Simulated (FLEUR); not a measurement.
Runs of FLEUR MaX-R8.1 (patched build s14) on C. Symmetry: Fd-3m, No. 227, cubic system. Conventional cell: a = 3.567 Å, b = 3.567 Å, c = 3.567 Å, α = 90.00°, β = 90.00°, γ = 90.00°. Around C (site symmetry -43m) lie 4 C at 1.54 Å. This isn't the form of C at room conditions, which is graphite.

```csv
task,level,k mesh,gmax,muffin-tin radii,lmax,max iterations,mixing factor,kmax,mesh quality,gap on the mesh (eV),V0 of scaled cells (Å³/atom),B0 (GPa)
equation of state,LDA (Perdew-Zunger),13 × 13 × 13,16.1 1/bohr,C 1.31 bohr,C 5,-,-,5.19 1/bohr,not flagged,-,(a),(b)
single point,PBE0,6 × 6 × 6,16.5 1/bohr,C 1.35 bohr,C 8,30,0.05,5.33 1/bohr,coarse,6.10,-,-
equation of state,LDA (von Barth-Hedin),13 × 13 × 13,16.1 1/bohr,C 1.31 bohr,C 5,-,-,5.19 1/bohr,not flagged,-,5.53,477
band structure,LDA (von Barth-Hedin),13 × 13 × 13,15.6 1/bohr,C 1.35 bohr,C 5,60,0.05,5.04 1/bohr,not flagged,(c),-,-
band structure,LDA (Perdew-Zunger),13 × 13 × 13,15.6 1/bohr,C 1.35 bohr,C 5,60,0.05,5.04 1/bohr,not flagged,4.11,-,-
single point,HSE06,6 × 6 × 6,16.1 1/bohr,C 1.35 bohr,C 8,30,0.05,5.19 1/bohr,coarse,5.32,-,-
```

Alike in all rows: potentials or basis all-electron, FLAPW; no spin polarisation; cell as given; smearing fermi-dirac 0.05 eV.

Q: Fill in the values left out.

A: (a) 5.56; (b) 471; (c) 4.12.

Caveats: some runs use coarse meshes; small basis for a fit (some runs); core states are solved in the semilocal potential (some runs).

A k mesh can miss the band edges.

Runs at the PBE level aren't shown here.
